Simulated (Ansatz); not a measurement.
Born–Oppenheimer molecular dynamics of a periodic cell of 16 atoms, Na (start crystal Na, start structure bcc, volume 1.1 times the crystal's). It goes on from the last frame of an earlier run, with new velocities.

Theory: DFT PBE-D3(BJ), scalar-relativistic, plane waves, PAW in Ansatz. Settings: cutoff 420 eV, k mesh 1x1x1, fermi-dirac smearing 0.1 eV, no spin polarisation.

* ensemble: NVT, Langevin thermostat
* time step: 2 fs
* steps asked: 300
* set temperature: 720 K
* friction: 0.02 /fs
* temperature schedule: 225 steps to 300 K, then 75 steps to 300 K
* seed: 517723

Frames 10 fs apart, positions in Å.

Velocities at 440.0 fs (Å/ps):

```
Na -6.58 -2.65 3.08
Na -0.30 0.85 -2.00
Na -1.22 1.98 3.93
Na -0.60 1.42 1.41
Na -2.08 -3.08 5.85
Na -0.47 -5.90 -2.47
Na -1.35 -1.44 -4.34
Na -2.37 -2.17 0.58
Na -1.18 0.95 5.38
Na 3.81 -0.28 -4.05
Na -1.12 2.71 -1.74
Na -2.49 1.59 2.18
Na -0.64 -2.23 -3.83
Na -1.41 2.45 2.28
Na 6.24 -0.87 0.04
Na -3.25 -1.01 -1.47
```

```xyz
16
Lattice="8.7331 0.0000 0.0000 0.0000 8.7331 0.0000 0.0000 0.0000 8.7331" Properties=species:S:1:pos:R:3 time_fs=440.0 energy_less_start_eV=-1.362 T=223
Na -0.178 0.511 -0.276
Na 4.157 0.945 0.062
Na -0.255 4.264 0.229
Na -0.419 0.102 4.333
Na 2.606 2.806 2.323
Na 3.768 4.767 -0.301
Na 3.845 0.221 4.949
Na 6.144 1.835 2.305
Na 0.289 5.299 4.213
Na 2.141 7.430 2.163
Na 1.615 2.456 6.466
Na 3.544 5.121 4.431
Na 6.121 6.649 2.427
Na 5.985 2.784 6.075
Na 1.814 6.765 6.878
Na 6.230 6.747 6.954
16
Lattice="8.7331 0.0000 0.0000 0.0000 8.7331 0.0000 0.0000 0.0000 8.7331" Properties=species:S:1:pos:R:3 time_fs=450.0 energy_less_start_eV=-1.389 T=283
Na -0.251 0.476 -0.228
Na 4.164 0.945 0.043
Na -0.275 4.294 0.271
Na -0.444 0.116 4.338
Na 2.595 2.796 2.369
Na 3.778 4.708 -0.304
Na 3.836 0.205 4.899
Na 6.121 1.807 2.308
Na 0.263 5.316 4.262
Na 2.171 7.430 2.131
Na 1.603 2.494 6.441
Na 3.503 5.136 4.444
Na 6.122 6.612 2.386
Na 5.959 2.810 6.106
Na 1.872 6.772 6.870
Na 6.186 6.748 6.947
16
Lattice="8.7331 0.0000 0.0000 0.0000 8.7331 0.0000 0.0000 0.0000 8.7331" Properties=species:S:1:pos:R:3 time_fs=460.0 energy_less_start_eV=-1.434 T=279
Na -0.322 0.449 -0.188
Na 4.176 0.930 0.012
Na -0.297 4.326 0.303
Na -0.469 0.144 4.364
Na 2.559 2.784 2.408
Na 3.783 4.645 -0.264
Na 3.820 0.192 4.833
Na 6.097 1.798 2.328
Na 0.225 5.307 4.302
Na 2.185 7.441 2.110
Na 1.606 2.514 6.396
Na 3.478 5.151 4.467
Na 6.148 6.578 2.348
Na 5.937 2.841 6.162
Na 1.912 6.769 6.878
Na 6.150 6.769 6.947
16
Lattice="8.7331 0.0000 0.0000 0.0000 8.7331 0.0000 0.0000 0.0000 8.7331" Properties=species:S:1:pos:R:3 time_fs=470.0 energy_less_start_eV=-1.478 T=303
Na -0.377 0.416 -0.149
Na 4.175 0.914 -0.054
Na -0.311 4.370 0.309
Na -0.489 0.158 4.404
Na 2.518 2.764 2.435
Na 3.779 4.583 -0.215
Na 3.789 0.184 4.782
Na 6.093 1.773 2.355
Na 0.199 5.294 4.342
Na 2.177 7.435 2.079
Na 1.625 2.526 6.343
Na 3.479 5.179 4.500
Na 6.171 6.555 2.336
Na 5.908 2.886 6.205
Na 1.944 6.770 6.905
Na 6.117 6.799 6.948
16
Lattice="8.7331 0.0000 0.0000 0.0000 8.7331 0.0000 0.0000 0.0000 8.7331" Properties=species:S:1:pos:R:3 time_fs=480.0 energy_less_start_eV=-1.517 T=352
Na -0.413 0.401 -0.134
Na 4.174 0.869 -0.133
Na -0.329 4.396 0.312
Na -0.504 0.159 4.446
Na 2.463 2.723 2.434
Na 3.788 4.553 -0.192
Na 3.738 0.173 4.724
Na 6.074 1.756 2.355
Na 0.157 5.295 4.388
Na 2.182 7.417 2.054
Na 1.657 2.559 6.277
Na 3.518 5.163 4.523
Na 6.199 6.522 2.312
Na 5.888 2.938 6.278
Na 1.954 6.763 6.942
Na 6.089 6.829 6.959
16
Lattice="8.7331 0.0000 0.0000 0.0000 8.7331 0.0000 0.0000 0.0000 8.7331" Properties=species:S:1:pos:R:3 time_fs=490.0 energy_less_start_eV=-1.530 T=323
Na -0.448 0.386 -0.123
Na 4.200 0.817 -0.192
Na -0.338 4.412 0.290
Na -0.534 0.174 4.468
Na 2.403 2.672 2.444
Na 3.801 4.537 -0.161
Na 3.675 0.164 4.691
Na 6.057 1.732 2.370
Na 0.112 5.308 4.449
Na 2.212 7.376 2.041
Na 1.683 2.568 6.237
Na 3.547 5.130 4.534
Na 6.249 6.494 2.304
Na 5.875 2.948 6.351
Na 1.960 6.780 6.987
Na 6.083 6.872 6.944
16
Lattice="8.7331 0.0000 0.0000 0.0000 8.7331 0.0000 0.0000 0.0000 8.7331" Properties=species:S:1:pos:R:3 time_fs=500.0 energy_less_start_eV=-1.533 T=279
Na -0.470 0.352 -0.128
Na 4.202 0.763 -0.240
Na -0.318 4.439 0.290
Na -0.578 0.199 4.484
Na 2.341 2.640 2.468
Na 3.816 4.533 -0.141
Na 3.615 0.166 4.676
Na 6.034 1.732 2.373
Na 0.062 5.345 4.505
Na 2.254 7.331 2.038
Na 1.704 2.568 6.210
Na 3.555 5.096 4.538
Na 6.299 6.489 2.264
Na 5.882 2.933 6.416
Na 1.935 6.832 7.026
Na 6.083 6.928 6.921
16
Lattice="8.7331 0.0000 0.0000 0.0000 8.7331 0.0000 0.0000 0.0000 8.7331" Properties=species:S:1:pos:R:3 time_fs=510.0 energy_less_start_eV=-1.531 T=236
Na -0.488 0.333 -0.112
Na 4.189 0.712 -0.265
Na -0.293 4.479 0.316
Na -0.593 0.217 4.466
Na 2.292 2.605 2.479
Na 3.845 4.504 -0.139
Na 3.582 0.181 4.681
Na 5.997 1.732 2.384
Na 0.022 5.348 4.563
Na 2.285 7.276 2.050
Na 1.708 2.561 6.205
Na 3.554 5.059 4.538
Na 6.327 6.482 2.210
Na 5.902 2.928 6.452
Na 1.922 6.872 7.059
Na 6.100 6.990 6.897
16
Lattice="8.7331 0.0000 0.0000 0.0000 8.7331 0.0000 0.0000 0.0000 8.7331" Properties=species:S:1:pos:R:3 time_fs=520.0 energy_less_start_eV=-1.536 T=255
Na -0.501 0.339 -0.113
Na 4.162 0.675 -0.266
Na -0.244 4.494 0.330
Na -0.589 0.200 4.438
Na 2.254 2.584 2.482
Na 3.866 4.475 -0.114
Na 3.556 0.167 4.700
Na 5.979 1.715 2.405
Na -0.025 5.340 4.607
Na 2.321 7.210 2.066
Na 1.725 2.537 6.218
Na 3.564 5.042 4.547
Na 6.349 6.504 2.145
Na 5.924 2.933 6.474
Na 1.904 6.910 7.076
Na 6.150 7.015 6.891
16
Lattice="8.7331 0.0000 0.0000 0.0000 8.7331 0.0000 0.0000 0.0000 8.7331" Properties=species:S:1:pos:R:3 time_fs=530.0 energy_less_start_eV=-1.543 T=254
Na -0.510 0.340 -0.132
Na 4.125 0.637 -0.245
Na -0.220 4.490 0.339
Na -0.567 0.183 4.402
Na 2.221 2.565 2.470
Na 3.900 4.444 -0.068
Na 3.539 0.139 4.731
Na 5.951 1.716 2.400
Na -0.063 5.326 4.631
Na 2.364 7.149 2.094
Na 1.745 2.496 6.229
Na 3.588 5.019 4.555
Na 6.363 6.547 2.094
Na 5.948 2.921 6.478
Na 1.879 6.962 7.095
Na 6.204 7.067 6.888
16
Lattice="8.7331 0.0000 0.0000 0.0000 8.7331 0.0000 0.0000 0.0000 8.7331" Properties=species:S:1:pos:R:3 time_fs=540.0 energy_less_start_eV=-1.538 T=275
Na -0.542 0.346 -0.147
Na 4.074 0.622 -0.233
Na -0.182 4.484 0.352
Na -0.544 0.158 4.370
Na 2.179 2.555 2.450
Na 3.964 4.432 -0.040
Na 3.522 0.113 4.762
Na 5.917 1.712 2.386
Na -0.079 5.316 4.647
Na 2.370 7.103 2.125
Na 1.775 2.420 6.229
Na 3.622 4.993 4.559
Na 6.380 6.566 2.058
Na 5.988 2.890 6.457
Na 1.879 6.992 7.122
Na 6.257 7.098 6.873
16
Lattice="8.7331 0.0000 0.0000 0.0000 8.7331 0.0000 0.0000 0.0000 8.7331" Properties=species:S:1:pos:R:3 time_fs=550.0 energy_less_start_eV=-1.508 T=308
Na -0.583 0.356 -0.157
Na 4.055 0.629 -0.215
Na -0.137 4.490 0.339
Na -0.521 0.144 4.337
Na 2.149 2.565 2.429
Na 4.064 4.411 -0.029
Na 3.506 0.106 4.792
Na 5.884 1.693 2.349
Na -0.107 5.316 4.656
Na 2.370 7.089 2.136
Na 1.787 2.360 6.220
Na 3.675 4.978 4.562
Na 6.387 6.583 2.033
Na 6.037 2.830 6.443
Na 1.900 7.024 7.186
Na 6.327 7.137 6.848
```

Of the whole run (600 fs, mean temperature of the second half 357 K): The schedule's set-point averaged 335 K over the second half and the system 357 K. A run of 0.6 ps of so small a system gives no equilibrium averages. Limits of this set-up: coarse k mesh.

Time of the run: 14 min on 1 thread of Arm Neoverse V2, on a shared host, peak memory 0.6 GiB.
